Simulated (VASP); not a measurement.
# BN (P6_3/mmc) in VASP: further runs

One crystal, BN, is run at these levels: PBE+D3(BJ); tasks: relaxation of shape and atoms at fixed volume.

Program: VASP 6.6.1. These are calculated values, not measurements. Logs are shortened: lines on timing, memory, paths and dates and some standing lists are left out, and cuts for length are marked.

**1. The structure**

The structure is hexagonal, space group P6_3/mmc (No. 194). Conventional cell: a = 2.507 Å, b = 2.507 Å, c = 6.596 Å, α = 90.00°, β = 90.00°, γ = 120.00°. B (site symmetry -6m2) is surrounded by 3 N at 1.45 Å. N (site symmetry -6m2) is surrounded by 3 B at 1.45 Å.

**2. Relaxation of shape and atoms at fixed volume, PBE+D3(BJ)**

Contents of INCAR:

```
PREC     = Accurate       # precision mode
ENCUT    = 520            # plane-wave cutoff, eV
EDIFF    = 1E-7           # SCF threshold, eV
ISMEAR   = 0              # smearing method
SIGMA    = 0.02           # smearing width, eV
LREAL    = F              # projectors in reciprocal space
LASPH    = T              # aspherical terms in the spheres
NELM     = 100            # most SCF steps
ALGO     = Normal         # electronic algorithm
ISIF     = 4              # what is computed and relaxed
LWAVE    = F              # write WAVECAR
LCHARG   = F              # write CHGCAR
GGA      = PE             # functional
IVDW     = 12             # dispersion correction
IBRION   = 2              # ionic algorithm
NSW      = 80             # ionic steps
EDIFFG   = -0.002         # ionic threshold
```

Contents of KPOINTS:

```
Automatic mesh
0
Gamma
  6 6 2
```

Contents of POSCAR:

```
BN                                      
1.0
    2.5067522025      0.0000000000      0.0000000000
   -1.2533761013      2.1709110836      0.0000000000
    0.0000000000      0.0000000000      6.5963922373
  B               N             
     2     2
Direct
     0.3333333300000021    0.6666666699999979    0.2500000000000000
     0.6666666699999979    0.3333333300000021    0.7500000000000000
     0.3333333300000021    0.6666666699999979    0.7500000000000000
     0.6666666699999979    0.3333333300000021    0.2500000000000000
```

Potentials or basis: VASP PAW PBE potentials, release 64 (B, N).

The run is started by

```
> cat potpaw_PBE.64/B/POTCAR potpaw_PBE.64/N/POTCAR > POTCAR
> mpirun -np 1 vasp_std > vasp.out
```

OUTCAR:

```text
PREC = Accurate
   ENCUT = 520
   EDIFF = 1E-7
   ISMEAR = 0
   LREAL = F
   LASPH = T
   NELM = 100
   ISIF = 4
   GGA = PE
   IVDW = 12
   IBRION = 2
   NSW = 80
   EDIFFG = -0.002
 IVDW          = 12

 ion  position               nearest neighbor table
   1  0.333  0.667  0.250-   4 1.45   4 1.45   4 1.45
   2  0.667  0.333  0.750-   3 1.45   3 1.45   3 1.45
   3  0.333  0.667  0.750-   2 1.45   2 1.45   2 1.45
   4  0.667  0.333  0.250-   1 1.45   1 1.45   1 1.45

  LATTYP: Found a hexagonal cell.
 ALAT       =     2.5067522025
 C/A-ratio  =     2.6314496625

  Lattice vectors:

 A1 = (   2.5067522025,   0.0000000000,   0.0000000000)
 A2 = (  -1.2533761013,   2.1709110836,   0.0000000000)
 A3 = (   0.0000000000,   0.0000000000,   6.5963922373)

Analysis of symmetry for initial positions (statically):
=====================================================================
 Subroutine PRICEL returns:
 Original cell was already a primitive cell.

 Routine SETGRP: Setting up the symmetry group for a
 hexagonal supercell.

 Subroutine GETGRP returns: Found 24 space group operations
 (whereof 12 operations were pure point group operations)
 out of a pool of 24 trial point group operations.

The static configuration has the point symmetry D_3d.
 The point group associated with its full space group is D_6h.

Analysis of symmetry for dynamics (positions and initial velocities):
=====================================================================
 Subroutine PRICEL returns:
 Original cell was already a primitive cell.

 Routine SETGRP: Setting up the symmetry group for a
 hexagonal supercell.

 Subroutine GETGRP returns: Found 24 space group operations
 (whereof 12 operations were pure point group operations)
 out of a pool of 24 trial point group operations.

The dynamic configuration has the point symmetry D_3d.
 The point group associated with its full space group is D_6h.

 Subroutine INISYM returns: Found 24 space group operations
 (whereof 12 operations are pure point group operations),
 and found     1 'primitive' translations

----------------------------------------------------------------------------------------

                                     Primitive cell

  volume of cell :      35.8971

  direct lattice vectors                    reciprocal lattice vectors
     2.506752202  0.000000000  0.000000000     0.398922558  0.230318047  0.000000000
    -1.253376101  2.170911084  0.000000000     0.000000000  0.460636093  0.000000000
     0.000000000  0.000000000  6.596392237     0.000000000  0.000000000  0.151598020

  length of vectors
     2.506752202  2.506752198  6.596392237     0.460636092  0.460636093  0.151598020

  position of ions in fractional coordinates (direct lattice)
     0.333333330  0.666666670  0.250000000
     0.666666670  0.333333330  0.750000000
     0.333333330  0.666666670  0.750000000
     0.666666670  0.333333330  0.250000000

  ion indices of the primitive-cell ions
   primitive index   ion index
                 1           1
                 2           2
                 3           3
                 4           4

----------------------------------------------------------------------------------------

 KPOINTS: Automatic mesh

Automatic generation of k-mesh.
 Grid dimensions read from file:
 generate k-points for:    6    6    2

 Generating k-lattice:

  Cartesian coordinates                     Fractional coordinates (reciprocal lattice)
     0.066487093  0.038386341  0.000000000     0.166666667  0.000000000  0.000000000
     0.000000000  0.076772682  0.000000000     0.000000000  0.166666667  0.000000000
     0.000000000  0.000000000  0.075799010     0.000000000  0.000000000  0.500000000

  Length of vectors
     0.076772682  0.076772682  0.075799010

  Shift w.r.t. Gamma in fractional coordinates (k-lattice)
     0.000000000  0.000000000  0.000000000

 Subroutine IBZKPT returns following result:
 ===========================================

 Found     14 irreducible k-points:

 Following reciprocal coordinates:
            Coordinates               Weight
  0.000000  0.000000  0.000000      1.000000
  0.166667  0.000000  0.000000      6.000000
  0.333333 -0.000000  0.000000      6.000000
  0.500000  0.000000  0.000000      3.000000
  0.166667  0.166667  0.000000      6.000000
  0.333333  0.166667  0.000000     12.000000
  0.333333  0.333333  0.000000      2.000000
  0.000000  0.000000  0.500000      1.000000
  0.166667  0.000000  0.500000      6.000000
  0.333333 -0.000000  0.500000      6.000000
  0.500000  0.000000  0.500000      3.000000
  0.166667  0.166667  0.500000      6.000000
  0.333333  0.166667  0.500000     12.000000
  0.333333  0.333333  0.500000      2.000000
   k-points           NKPTS =     14   k-points in BZ     NKDIM =     14   number of bands    NBANDS=     12
   number of dos      NEDOS =    301   number of ions     NIONS =      4
   total plane-waves  NPLWV =  20000
   dimension x,y,z NGX =    20 NGY =   20 NGZ =   50
   dimension x,y,z NGXF=    40 NGYF=   40 NGZF=  100
   ions per type =               2   2
   NGX,Y,Z   is equivalent  to a cutoff of  13.26, 13.26, 12.60 a.u.
   NGXF,Y,Z  is equivalent  to a cutoff of  26.53, 26.53, 25.20 a.u.
 SYSTEM =  unknown system
   PREC   = accura    normal or accurate (medium, high low for compatibility)
   ISTART =      0    job   : 0-new  1-cont  2-samecut
   ICHARG =      2    charge: 1-file 2-atom 10-const
   ISPIN  =      1    spin polarized calculation?
   LNONCOLLINEAR =      F non collinear calculations
   LSORBIT =      F    spin-orbit coupling
   LASPH  =      T    aspherical Exc in radial PAW
   ENCUT  =  520.0 eV  38.22 Ry    6.18 a.u.   4.66  4.66 12.26*2*pi/ulx,y,z
   NELM   =    100;   NELMIN=  2; NELMDL= -5     # of ELM steps
   EDIFF  = 0.1E-06   stopping-criterion for ELM
   LREAL  =      F    real-space projection
   EDIFFG = -.2E-02   stopping-criterion for IOM
   NSW    =     80    number of steps for IOM
   IBRION =      2    ionic relax: 0-MD 1-quasi-New 2-CG
   NFREE  =      1    steps in history (QN), initial steepest desc. (CG)
   ISIF   =      4    stress and relaxation
   ISYM   =      2    0-nonsym 1-usesym 2-fastsym
   POTIM  = 0.5000    time-step for ionic-motion
   TEBEG  =    0.0;   TEEND  =   0.0 temperature during run
   PSTRESS=    0.0 pullay stress
   NELECT =      16.0000    total number of electrons
   NUPDOWN=      -1.0000    fix difference up-down
   EMIN   =  10.00;   EMAX   =-10.00  energy-range for DOS
   EFERMI =   0.00;   METHOD = LEGACY
   ISMEAR =     0;   SIGMA  =   0.02  broadening in eV -4-tet -1-fermi 0-gaus
   EFERMI_NEDOS =   21; number of points for ismear=-14 and -15
   IALGO  =     38    algorithm
   IMIX   =      4    mixing-type and parameters
     AMIX     =   0.40;   BMIX     =  1.00
     AMIX_MAG =   1.60;   BMIX_MAG =  1.00
  volume/ion in A,a.u.               =       8.97        60.56
  Fermi-wavevector in a.u.,A,eV,Ry     =   1.250532  2.363163 21.277207  1.563831
  Thomas-Fermi vector in A             =   2.384522
   LORBIT       =      0    0 simple, 1 ext, 2 COOP (PROOUT), +10 PAW based schemes
   GGA     = PE    functional components
   LHFCALC =     F    Hartree Fock is set to
   AEXX    =    0.0000 exact exchange contribution
   IVDW    =    12    specifies the selected vdW correction
   LEPSILON=     F    determine dielectric tensor
   LRPA    =     F    only Hartree local field effects (RPA)
 conjugate gradient relaxation of ions
 non-spin polarized calculation
 Gauss-broadening in eV      SIGMA  =   0.02
  energy-cutoff  :      520.00
  volume of cell :       35.90
 maximum number of plane-waves:       985
 NGX is ok and might be reduce to    20
   NGX =  9   NGY =  9   NGZ = 25

 number of electron      15.9999997 magnetization

 Free energy of the ion-electron system (eV)
  ---------------------------------------------------
  ext. energy  EPLUGINS =         0.00000000
  ---------------------------------------------------
  free energy    TOTEN  =       -35.14820970 eV

  energy without entropy =      -35.14820970  energy(sigma->0) =      -35.14820970

 E-fermi :   2.4387     XC(G=0): -10.1066

 val. band max:        2.3125188106   @ k =   0.3333   0.3333   0.5000
 cond. band min:       6.5745533050   @ k =   0.5000   0.0000   0.0000
 fundamental gap:      4.2620344943
 Fermi energy:         2.4386676886

 k-point     1 :       0.0000    0.0000    0.0000
  band No.  band energies     occupation
      1     -15.4728      2.00000
      2     -15.1628      2.00000
      3      -3.9136      2.00000
      4      -1.7164      2.00000
      5       0.9791      2.00000
      6       0.9791      2.00000
      7       1.0191      2.00000
      8       1.0191      2.00000
      9       7.6164      0.00000
     10      12.6964      0.00000
     11      13.8317      0.00000
     12      13.8319      0.00000

 k-point     2 :       0.1667    0.0000    0.0000
  band No.  band energies     occupation
      1     -14.9368      2.00000
      2     -14.6463      2.00000
      3      -3.1753      2.00000
      4      -1.0602      2.00000
      5      -0.9927      2.00000
      6      -0.9491      2.00000
      7       0.0870      2.00000
      8       0.1400      2.00000
      9       8.5143      0.00000
     10      12.1687      0.00000
     11      13.2715      0.00000
     12      13.4263      0.00000
[... 151 lines left out ...]
 k-point    13 :       0.3333    0.1667    0.5000
  band No.  band energies     occupation
      1     -12.3316      2.00000
      2     -12.3316      2.00000
      3      -5.7228      2.00000
      4      -5.7228      2.00000
      5      -2.9700      2.00000
      6      -2.9700      2.00000
      7       1.2382      2.00000
      8       1.2382      2.00000
      9       7.7414      0.00000
     10       7.7414      0.00000
     11      14.0527      0.00000
     12      14.0527      0.00000

 k-point    14 :       0.3333    0.3333    0.5000
  band No.  band energies     occupation
      1     -11.6590      2.00000
      2     -11.6590      2.00000
      3      -5.5587      2.00000
      4      -5.5587      2.00000
      5      -4.8331      2.00000
      6      -4.8331      2.00000
      7       2.3125      2.00000
      8       2.3125      2.00000
      9       6.9455      0.00000
     10       6.9455      0.00000
     11      14.3145      0.00000
     12      14.3145      0.00000

------------------------ aborting loop because EDIFF is reached ----------------------------------------

 Edisp (eV)   -0.56792

 E8    (eV) :    -0.1664

  FORCE on cell =-STRESS in cart. coord.  units (eV):
  Direction    XX          YY          ZZ          XY          YZ          ZX
  --------------------------------------------------------------------------------------
  -------------------------------------------------------------------------------------
  Total       0.00021     0.00021    -0.00204    -0.00000     0.00000     0.00000
  in kB       0.00917     0.00917    -0.09118    -0.00000     0.00000     0.00000
  external pressure =       -0.02 kB  Pullay stress =        0.00 kB

 VOLUME and BASIS-vectors are now :
 -----------------------------------------------------------------------------
  energy-cutoff  :      520.00
  volume of cell :       35.90
      direct lattice vectors                 reciprocal lattice vectors
     2.506752202  0.000000000  0.000000000     0.398922558  0.230318047  0.000000000
    -1.253376101  2.170911084  0.000000000     0.000000000  0.460636093  0.000000000
     0.000000000  0.000000000  6.596392237     0.000000000  0.000000000  0.151598020

 POSITION                                       TOTAL-FORCE (eV/Angst)
 -----------------------------------------------------------------------------------
     -0.00000      1.44727      1.64910        -0.000000     -0.000000      0.000000
      1.25338      0.72364      4.94729        -0.000000      0.000000      0.000000
     -0.00000      1.44727      4.94729        -0.000000     -0.000000      0.000000
      1.25338      0.72364      1.64910         0.000000      0.000000      0.000000
 -----------------------------------------------------------------------------------
    total drift:                               -0.000002      0.000001      0.000000

  FREE ENERGIE OF THE ION-ELECTRON SYSTEM (eV)
  ---------------------------------------------------
  free  energy   TOTEN  =       -35.7161280866 eV

  energy  without entropy=      -35.7161280866  energy(sigma->0) =      -35.71612809

 reached required accuracy - stopping structural energy minimisation
```

Wall time 8.2 s (1 thread of AMD EPYC 7R13 (Zen 3), shared host); peak memory 0.12 GiB.

What came out:

```
Free energy                : -35.7161 eV
Pressure after relaxing    : 0.0 GPa
Band gap on the k mesh     : 4.26 eV, indirect (least direct gap 4.63 eV)
Dispersion energy per atom : -0.142 eV
```

Final structure:
```
CELL_PARAMETERS angstrom
2.50675 0.00000 0.00000
-1.25338 2.17091 0.00000
0.00000 0.00000 6.59639
ATOMIC_POSITIONS crystal
B 0.33333 0.66667 0.25000
B 0.66667 0.33333 0.75000
N 0.33333 0.66667 0.75000
N 0.66667 0.33333 0.25000
```

Levels at points of the mesh, in eV from the valence-band top:
| k point | band 6 | band 7 | band 8 | band 9 | band 10 | band 11 |
| --- | --- | --- | --- | --- | --- | --- |
| (0.00, 0.00, 0.00) | -1.33 | -1.29 | -1.29 | 5.30 | 10.38 | 11.52 |
| (0.50, 0.00, 0.00) | -4.07 | -1.46 | -0.41 | 4.26 | 5.67 | 9.51 |
| (0.00, 0.00, 0.50) | -1.31 | -1.31 | -1.31 | 7.70 | 7.70 | 11.58 |
| (0.50, 0.00, 0.50) | -4.10 | -0.91 | -0.91 | 4.73 | 4.73 | 9.89 |

Caveat: the k mesh is coarse (spacing up to 0.48 Å⁻¹), so the values aren't converged; the relaxation stopped at its first step, so nothing moved. A k mesh can miss the band edges.

(Part 1 of 2 ends here.)
